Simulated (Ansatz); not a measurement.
Zn:

```
CELL_PARAMETERS angstrom
2.67000 0.00000 0.00000
-1.33500 2.31229 0.00000
0.00000 0.00000 4.96600
ATOMIC_POSITIONS crystal
Zn 0.66667 0.33333 0.75000
Zn 0.33333 0.66667 0.25000
```

- Program: Ansatz 0.2.0
- Task: single point
- Functional: PBEsol
- Potentials or basis: all-electron LAPW, scalar-relativistic
- Cutoff: 264 eV (chosen from the basis error)
- Basis error allowed: 0.001 eV/atom
- k mesh: 11 × 11 × 6
- Occupations: fermi-dirac, width 0.05 eV
- Spin: no spin polarisation

On this cell: pressure -5.6 GPa; largest force under 0.003 eV/Å; band gap on the k mesh none (metal or under the smearing width).

The same run follows on a disturbed copy (atoms moved at random, drawn with an rms of 0.05 Å):

```xyz
2
Lattice="2.6700 0.0000 0.0000 -1.3350 2.3123 0.0000 0.0000 0.0000 4.9660" Properties=species:S:1:pos:R:3 pbc="T T T"
Zn    1.3498    0.7393    3.7192
Zn   -0.0467    1.5727    1.2468
```

**Question.** What changes?

**Answer.** The energy (extrapolated to zero smearing) moves by +1.0 meV/atom; pressure -5.6 GPa; largest force 0.045 eV/Å; band gap on the k mesh none (metal or under the smearing width).

Forces in eV/Å, atoms in the order of the input:
```
Zn  -0.026  0.031  0.020
Zn   0.026 -0.031 -0.020
```

Stress tensor (GPa, compression positive):
```
-5.54 -0.08 -0.01
-0.08 -5.69  0.01
-0.01  0.01 -5.51
```
